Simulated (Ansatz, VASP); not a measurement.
## Two plane-wave programs on Re

The input INCAR:

```
SYSTEM = Re
PREC     = Accurate       ! precision mode
ENCUT    = 520            ! plane-wave cutoff, eV
EDIFF    = 1E-6           ! SCF threshold, eV
ISMEAR   = -1             ! smearing method
SIGMA    = 0.1            ! smearing width, eV
LREAL    = .FALSE.        ! projectors in reciprocal space
LASPH    = .TRUE.         ! aspherical terms in the spheres
NELM     = 100            ! most SCF steps
ALGO     = Normal         ! electronic algorithm
ISIF     = 2              ! what is computed and relaxed
LWAVE    = .FALSE.        ! write WAVECAR
LCHARG   = .FALSE.        ! write CHGCAR
GGA      = PE             ! functional
NBANDS   = 10             ! bands
```

File KPOINTS:

```
Automatic mesh
0
G
  14 14 14
  0 0 0
```

The input POSCAR:

```
Re
1.0
    2.5097592024      0.0000000000      0.0000000000
    0.0000000000      2.5097592024      0.0000000000
    0.0000000000      0.0000000000      2.5097592024
Re
1
Direct
    0.0000000000      0.0000000000      0.0000000000
```

Input for Ansatz:

```yaml
crystal:
  lattice:
    - [2.5097592024, 0.0, 0.0]
    - [0.0, 2.5097592024, 0.0]
    - [0.0, 0.0, 2.5097592024]
  atoms:
    - { symbol: Re, position: [0.0, 0.0, 0.0] }
hamiltonian:
  xc: pbe
  pseudopotentials:
    kind: paw
    azcp:
      Re: "pseudopotentials/Re.paw.azcp"
basis:
  ecutwfc: 420
  fft_grid_basis: typed
kpoints:
  mp_grid: { grid: [14, 14, 14], shift: [0, 0, 0] }
magnetization:
  spin_polarized: false
scf:
  occupations: { method: fermi_dirac, width: 0.1 }
  lower_state_search: "off"
output:
  stress: true
```

Alike in both runs: task single point; functional PBE; k mesh 14 × 14 × 14; occupations fermi-dirac, width 0.1 eV; no spin polarisation.

|  | VASP | Ansatz |
| --- | --- | --- |
| version | VASP 6.6.1 | Ansatz 0.2.0 |
| potentials or method | VASP PAW PBE potentials, release 64 (Re) | plane waves (420 eV) with PAW, scalar-relativistic |
| plane-wave cutoff (eV) | 520 | 420 |
| valence electrons in the cell | 7 | 15 |

VASP gave:

| Item | Value |
| --- | --- |
| pressure (GPa) | 24.1 |

Estimate Ansatz's values.

pressure (GPa): 25.3.

With one functional, cell and mesh, what is left measures potentials, basis and numerics. The two sets of potentials don't hold the same shells in valence.

Caveats: so large a pressure means that the cell lies far from this level's equilibrium, or that cutoff or potentials fall short (VASP). Spin-orbit coupling is left out, which matters for the levels of Re.
